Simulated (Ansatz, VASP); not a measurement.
# One calculation of Na, two programs

The input INCAR:

```
SYSTEM = Na
PREC = Accurate ; ENCUT = 520
EDIFF = 1E-6 ; ISMEAR = -1
SIGMA = 0.05 ; LREAL = .False.
LASPH = .True. ; NELM = 60
ALGO = Normal ; ISIF = 2
LWAVE = .False. ; LCHARG = .False.
GGA = CA ; NBANDS = 14
```

The input KPOINTS:

```
regular mesh
0
Gamma
  11 11 6
  0 0 0
```

Contents of POSCAR:

```
Na
1.0
    3.7417183499      0.0000000000      0.0000000000
   -1.8708591750      3.2404231448      0.0000000000
    0.0000000000      0.0000000000      6.1126967421
Na
2
Direct
    0.3333333333      0.6666666667      0.2500000000
    0.6666666667      0.3333333333      0.7500000000
```

Input for Ansatz:

```yaml
crystal:
  lattice:
    - [3.7417183499, 0.0, 0.0]
    - [-1.870859175, 3.2404231448, 0.0]
    - [0.0, 0.0, 6.1126967421]
  atoms:
    - { symbol: Na, position: [0.3333333333, 0.6666666667, 0.25] }
    - { symbol: Na, position: [0.6666666667, 0.3333333333, 0.75] }
kpoints:
  mp_grid: { grid: [11, 11, 6] }
  band_path:
    path:
      - [0.0, 0.0, 0.0]
      - [0.5, 0.0, 0.0]
      - [0.3333333333, 0.3333333333, 0.0]
      - [0.0, 0.0, 0.0]
      - [0.0, 0.0, 0.5]
      - [0.5, 0.0, 0.5]
      - [0.3333333333, 0.3333333333, 0.5]
      - [0.0, 0.0, 0.5]
      - [0.5, 0.0, 0.5]
    npoints: 5
scf:
  occupations: { method: fermi_dirac, width: 0.05 }
hamiltonian:
  xc: lda
  pseudopotentials: { kind: all_electron, lapw: { basis_error: 0.0005 } }
output:
  forces: true
  stress: true
  eigenvalues: true
```

Change from the starting cell: volume scaled by 0.98.

Alike in both runs: task single point; functional LDA; k mesh 11 × 11 × 6; occupations fermi-dirac, width 0.05 eV; no spin polarisation.

|  | VASP | Ansatz |
| --- | --- | --- |
| version | VASP 6.6.1 | Ansatz 0.2.0 |
| potentials or method | VASP PAW LDA potentials, release 64 (Na_pv) | all-electron LAPW, scalar-relativistic |
| plane-wave cutoff (eV) | 520 | see its input |

|  | VASP | Ansatz | Ansatz less VASP |
| --- | --- | --- | --- |
| pressure (GPa) | -0.7 | -0.8 | -0.04 |
| largest component of the traceless stress (GPa) | 0.19 | 0.19 | 0.000 |

Ansatz ran all-electron here, so the differences hold the error of VASP's frozen core and of both bases.
